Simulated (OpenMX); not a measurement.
Crystal: Co.

```
Co
1.0
     2.47056    0.00000    0.00000
    -1.23528    2.13957    0.00000
     0.00000    0.00000    8.08823
Co
4
Direct
  0.66667 0.33333 0.75000
  0.00000 0.00000 0.50000
  0.33333 0.66667 0.25000
  0.00000 0.00000 0.00000
```

```yaml
Program: OpenMX 3.8.5
Task: single point
Functional: PBE
Potentials_or_basis: OpenMX 2013 PBE set, Co6.0H-s3p2d2, grid cutoff 500 Ry
k_mesh: 13 × 13 × 5
Occupations: fermi-dirac, width 0.05 eV
Spin: collinear spin, ferromagnetic start
Starting_moments: "[2.0, 2.0, 2.0, 2.0] μB"
```

On this cell: pressure 9.4 GPa; largest force 0.038 eV/Å; net moment 6.53 μB per cell; site moments Co +1.64, +1.62 μB; band gap on the k mesh none (metal or under the smearing width).

The same run follows on a disturbed copy (atoms moved at random, drawn with an rms of 0.05 Å):

```xyz
4
Lattice="2.4706 0.0000 0.0000 -1.2353 2.1396 0.0000 0.0000 0.0000 8.0882" Properties=species:S:1:pos:R:3 pbc="T T T"
Co    1.2425    0.6991    6.0085
Co   -0.0286    0.0043    4.0137
Co   -0.0004    1.4878    2.0557
Co    0.0430   -0.0039   -0.0538
```

Problem. What changes?

Solution. The energy (extrapolated to zero smearing) moves by +12.8 meV/atom; pressure 10.1 GPa; largest force 0.945 eV/Å; net moment 6.52 μB per cell; site moments Co +1.63, +1.60, +1.65, +1.64 μB; band gap on the k mesh none (metal or under the smearing width).

Forces on the atoms (eV/Å):
```
Co   0.030  0.085  0.428
Co   0.108  0.054  0.154
Co  -0.008 -0.169 -0.930
Co  -0.103  0.042  0.315
```

Caveats: the basis of atomic orbitals isn't converged, which shifts pressures, moduli and gaps.
